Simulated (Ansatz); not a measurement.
The system is PtSe2 (Sudovikovite).

```xyz
3
Lattice="3.7240 0.0000 0.0000 -1.8620 3.2251 0.0000 0.0000 0.0000 5.0620" Properties=species:S:1:pos:R:3 pbc="T T T"
Pt    0.0000    0.0000    0.0000
Se    1.8620    1.0750    3.7965
Se    0.0000    2.1501    1.2655
```

- Program: Ansatz 0.2.0
- Task: relaxation of cell and atoms
- Functional: revPBE
- Dispersion: D3(BJ)
- Potentials or basis: Ansatz PAW
- Cutoff: 420 eV (not typed: the program's choice for these potentials)
- k mesh: 8 × 8 × 5
- Occupations: fermi-dirac, width 0.05 eV
- Spin: no spin polarisation

At the start: volume 20.27 Å³/atom.

Task: Where does the relaxation end?

Result: It ends after 6 steps and the volume is 19.11 Å³/atom (-5.7 %); space group P-3m1 (No. 164, to 0.05 Å).

Step by step:
| step | energy change (eV) | largest force (eV/Å) | volume (Å³) |
| --- | --- | --- | --- |
| 1 | 0.0000 | 0.6893 | 60.80 |
| 2 | -0.0395 | 0.6683 | 56.71 |
| 3 | -0.0915 | 0.0695 | 58.44 |
| 4 | -0.0987 | 0.0148 | 57.41 |
| 5 | -0.0988 | 0.0020 | 57.34 |
| 6 | -0.0981 | 0.0022 | 57.34 |

Final structure:
```
Pt Se
1.0
     3.75617    0.00000    0.00000
    -1.87809    3.25294    0.00000
     0.00000    0.00000    4.69308
Pt Se
1 2
Direct
  0.00000 0.00000 0.00000
  0.66667 0.33333 0.72713
  0.33333 0.66667 0.27287
```

Caveat: the plane-wave basis is chosen anew once the cell has moved, so the energies of steps on either side of that aren't comparable; the PAW data sets come from PBE, with cores solved anew for the run's functional, which leaves a small shift of forces and pressure.
